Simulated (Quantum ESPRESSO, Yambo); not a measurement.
An input for Yambo 5.3.0 (MgO (Periclase)):

```
optics
bss
bse
em1s
dipoles
rim_cut
RandQpts= 1000000
RandGvec= 1 RL
Chimod= "HARTREE"
BSKmod= "SEX"
BSEmod= "resonant"
BSSmod= "d"
BSENGexx= 20 Ry
BSENGBlk= 4 Ry
% BSEQptR
 1 | 1 |
%
% BSEBands
 6 | 9 |
%
% BEnRange
 0 | 9 | eV
%
% BDmRange
 0.1 | 0.1 | eV
%
BEnSteps= 181
% BLongDir
 1 | 0 | 0 |
%
% BndsRnXs
 5 | 16 |
%
NGsBlkXs= 4 Ry
% LongDrXs
 1 | 1 | 1 |
%
% KfnQP_E
 2.149 | 1.0 | 1.0 |
%
WRbsWF
FFTGvecs= 34 Ry
```

The database entry behind the starting cell differs from later determinations by our own check (about 0.1 % long), so it need not match the best structure at ambient conditions.

```sh
OMP_NUM_THREADS=1 mpirun -n 4 yambo -F bse12.in -J bse12 -C bse12 > bse12.log
```

The stored states that it reads are on a 10×10×10 mesh. It takes space group Fm-3m (No. 225, cubic). Conventional cell: a = 4.217 Å, b = 4.217 Å, c = 4.217 Å, α = 90.00°, β = 90.00°, γ = 90.00°. Nearest to Mg lie 6 O at 2.11 Å. Nearest to O lie 6 Mg at 2.11 Å. Farther neighbours and most contacts between anions are not listed.

Q: How long will it take on 4 MPI ranks of Arm Neoverse V1, shared host, and how much memory?

It took 1.7 min; on shared hardware allow 51 s to 3.4 min. Peak host memory was 1.7 GiB.

The kernel grows as the square of the matrix size, and full diagonalisation as its cube.

[Paths, hosts, dates, memory and timing lines, banners, echoed tables and standing remarks are left out of the program output.]

[Logs are printed without paths, hosts, clocks, repeated set-up lines and the standing remarks that a program may print on its own settings, such as how far it seeks lower states.]

[Runs of the session that timed out or met a known fault of the program may be left out.]

[Hosts, paths, dates, database ids (printed as entryN), source tags and the programs' standing remarks are cut or masked in the printed files.]
